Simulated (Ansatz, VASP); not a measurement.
# One calculation of SiC2, two programs

INCAR

```
SYSTEM = SiC2
ALGO     = Normal         ! electronic algorithm
EDIFF    = 1E-7           ! SCF threshold, eV
EDIFFG   = -0.04          ! ionic threshold
ENCUT    = 600            ! plane-wave cutoff, eV
GGA      = PE             ! functional
IBRION   = 2              ! ionic algorithm
ISIF     = 3              ! what is computed and relaxed
ISMEAR   = 0              ! smearing method
LASPH    = .TRUE.         ! aspherical terms in the spheres
LCHARG   = .FALSE.        ! write CHGCAR
LREAL    = .FALSE.        ! projectors in reciprocal space
LWAVE    = .FALSE.        ! write WAVECAR
NELM     = 80             ! most SCF steps
NSW      = 90             ! ionic steps
PREC     = Accurate       ! precision mode
SIGMA    = 0.1            ! smearing width, eV
```

File KPOINTS:

```
k-points
0
G
  6 6 2
  0 0 0
```

POSCAR

```
SiC2
1.0
    2.6634302900      0.0000000000      0.0000000000
   -1.3317151400      2.3065982900      0.0000000000
    0.0000000000      0.0000000000     13.2903114600
Si C
2 4
Direct
    0.3333333300      0.6666666700      0.7500000000
    0.6666666700      0.3333333300      0.2500000000
    0.3333333300      0.6666666700      0.0833333300
    0.3333333300      0.6666666700      0.4166666700
    0.6666666700      0.3333333300      0.5833333300
    0.6666666700      0.3333333300      0.9166666700
```

Input for Ansatz:

```yaml
crystal:
  lattice:
    - [2.66343029, 0.0, 0.0]
    - [-1.33171514, 2.30659829, 0.0]
    - [0.0, 0.0, 13.29031146]
  atoms:
    - { symbol: Si, position: [0.33333333, 0.66666667, 0.75] }
    - { symbol: Si, position: [0.66666667, 0.33333333, 0.25] }
    - { symbol: C, position: [0.33333333, 0.66666667, 0.08333333] }
    - { symbol: C, position: [0.33333333, 0.66666667, 0.41666667] }
    - { symbol: C, position: [0.66666667, 0.33333333, 0.58333333] }
    - { symbol: C, position: [0.66666667, 0.33333333, 0.91666667] }
basis:
  ecutwfc: 420
kpoints:
  mp_grid: { grid: [6, 6, 2] }
hamiltonian:
  xc: pbe
scf:
  occupations: { method: gaussian, width: 0.1 }
  lower_state_search: "off"
output:
  forces: true
  stress: true
  eigenvalues: true
relax:
  adjacent_minimum: "off"
  f_tol: 0.04
  max_steps: 70
  cell: { stress_tol: 0.4 }
```

Alike in both runs: task relaxation of cell and atoms; functional PBE; k mesh 6 × 6 × 2; occupations gaussian, width 0.1 eV; no spin polarisation.

|  | VASP | Ansatz |
| --- | --- | --- |
| version | VASP 6.6.1 | Ansatz 0.2.0 |
| potentials or method | VASP PAW PBE potentials, release 64 (Si, C) | scalar-relativistic, plane waves, PAW |
| plane-wave cutoff (eV) | 600 | 420 |
| valence electrons in the cell | 24 | 24 |

Ansatz gave:

* gap on the k mesh at the Fermi level, each at its own relaxed structure (eV): none
* relaxed volume (Å³/atom): 8.44
* relaxed cell length with the largest relative difference (Å): 8.918
* energy change over the relaxation (meV/atom): -3270

**Question.** What did VASP give for the same quantities?

**Answer.** gap on the k mesh at the Fermi level, each at its own relaxed structure (eV): none; relaxed volume (Å³/atom): 8.44; relaxed cell length with the largest relative difference (Å): 8.927; energy change over the relaxation (meV/atom): -3271.

A gap of «none» marks a metal or a gap that the smearing closes.

Caveats: the k mesh is coarse (spacing up to 0.45 Å⁻¹), so the values aren't converged; the volume moved by over 15 % at a fixed basis, so the end points are rough (VASP).
